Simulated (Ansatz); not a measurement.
The system is Ag.

```xyz
2
Lattice="2.9300 0.0000 0.0000 -1.4650 2.5375 0.0000 0.0000 0.0000 4.7900" Properties=species:S:1:pos:R:3 pbc="T T T"
Ag    1.4650    0.8458    3.5925
Ag    0.0000    1.6916    1.1975
```

This isn't the form of Ag at room conditions, which is fcc.

```yaml
Program: Ansatz 0.2.0
Task: relaxation of cell and atoms
Functional: PBEsol
Dispersion: D3(BJ)
Potentials_or_basis: all-electron LAPW, scalar-relativistic
Basis_error_allowed: 0.001 eV/atom
k_mesh: 10 × 10 × 6
Occupations: methfessel-paxton, width 0.1 eV
Spin: no spin polarisation
```

At the start: volume 17.81 Å³/atom.

Question: Where does the relaxation end?

Answer: Over 6 steps the energy falls by 69.9 meV/atom and the volume is 15.99 Å³/atom (-10.2 %); space group P6_3/mmc (No. 194, to 0.05 Å).

Step by step:
```tsv
step	energy change (eV)	largest force (eV/Å)	volume (Å³)
1	0.0000	0.0000	35.61
2	-0.1223	0.0000	30.87
3	-0.1386	0.0000	32.28
4	-0.1399	0.0000	32.00
5	-0.1399	0.0000	31.97
6	-0.1399	0.0000	31.97
```

Final structure:
```cif
data_structure
_symmetry_space_group_name_H-M 'P 1'
_symmetry_Int_Tables_number 1
_cell_length_a 2.8316
_cell_length_b 2.8316
_cell_length_c 4.6049
_cell_angle_alpha 90.000
_cell_angle_beta 90.000
_cell_angle_gamma 120.000
_cell_volume 31.97
loop_
_atom_site_label
_atom_site_type_symbol
_atom_site_fract_x
_atom_site_fract_y
_atom_site_fract_z
_atom_site_occupancy
Ag1 Ag 0.66667 0.33333 0.75000 1
Ag2 Ag 0.33333 0.66667 0.25000 1
```

Caveat: the volume moved by -10 % from the deposited cell, more than functionals usually miss.
